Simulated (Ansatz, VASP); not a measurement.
## Ir in VASP and in Ansatz

The input POSCAR:

```
Ir
1.0
    0.0000000000      1.9531703226      1.9531703226
    1.9531703226      0.0000000000      1.9531703226
    1.9531703226      1.9531703226      0.0000000000
Ir
1
Direct
    0.0000000000      0.0000000000      0.0000000000
```

Contents of INCAR.step1:

```
SYSTEM = Ir
ALGO = Normal
EDIFF = 1E-4
ENCUT = 520
GGA = PE
ISMEAR = -1
LASPH = .True.
LCHARG = .False.
LREAL = .False.
LWAVE = .True.
NBANDS = 10
NELM = 80
PREC = Accurate
SIGMA = 0.05
```

Contents of INCAR.step2:

```
SYSTEM = Ir
ALGO = Normal
EDIFF = 1E-7
ENCUT = 520
ISIF = 2
ISMEAR = -1
ISTART = 1
LASPH = .True.
LCHARG = .False.
LMIXTAU = .True.
LREAL = .False.
LWAVE = .False.
METAGGA = R2SCAN
NBANDS = 10
NELM = 80
PREC = Accurate
SIGMA = 0.05
```

The input KPOINTS:

```
k-points
0
Gamma
  12 12 12
  0 0 0
```

Contents of input.yaml:

```yaml
crystal:
  lattice:
    - [0.0, 1.9531703226, 1.9531703226]
    - [1.9531703226, 0.0, 1.9531703226]
    - [1.9531703226, 1.9531703226, 0.0]
  atoms:
    - { symbol: Ir, position: [0.0, 0.0, 0.0] }
hamiltonian:
  xc: r2scan
  pseudopotentials: { kind: paw }
kpoints:
  mp_grid: { grid: [12, 12, 12] }
scf:
  occupations: { method: fermi_dirac, width: 0.05 }
output:
  forces: true
  stress: true
  eigenvalues: true
  write_density: true
  write_potential: true
  elf: true
  volumetric_format: npy
```

Alike in both runs: task single point; functional r2SCAN; k mesh 12 × 12 × 12; occupations fermi-dirac, width 0.05 eV; no spin polarisation.

|  | VASP | Ansatz |
| --- | --- | --- |
| version | VASP 6.6.1 | Ansatz 0.2.0 |
| potentials or method | VASP PAW PBE potentials, release 64 (Ir) | Ansatz PAW |
| plane-wave cutoff (eV) | 520 | 500 |
| valence electrons in the cell | 9 | 17 |

Ansatz gave:

```
gap on the k mesh at the Fermi level (eV) : none
pressure (GPa)                            : -16.4
```

Question: Which values does VASP return?

Answer: gap on the k mesh at the Fermi level (eV): none; pressure (GPa): -14.5.

A gap of «none» marks a metal or a gap that the smearing closes. The two sets of potentials don't hold the same shells in valence.

Caveats: the PAW data sets were made with another functional, which shifts forces and pressure a little (VASP); the PAW data sets come from PBE, with cores solved anew for the run's functional, which leaves a small shift of forces and pressure (Ansatz). Spin-orbit coupling is left out, which matters for the levels of Ir.
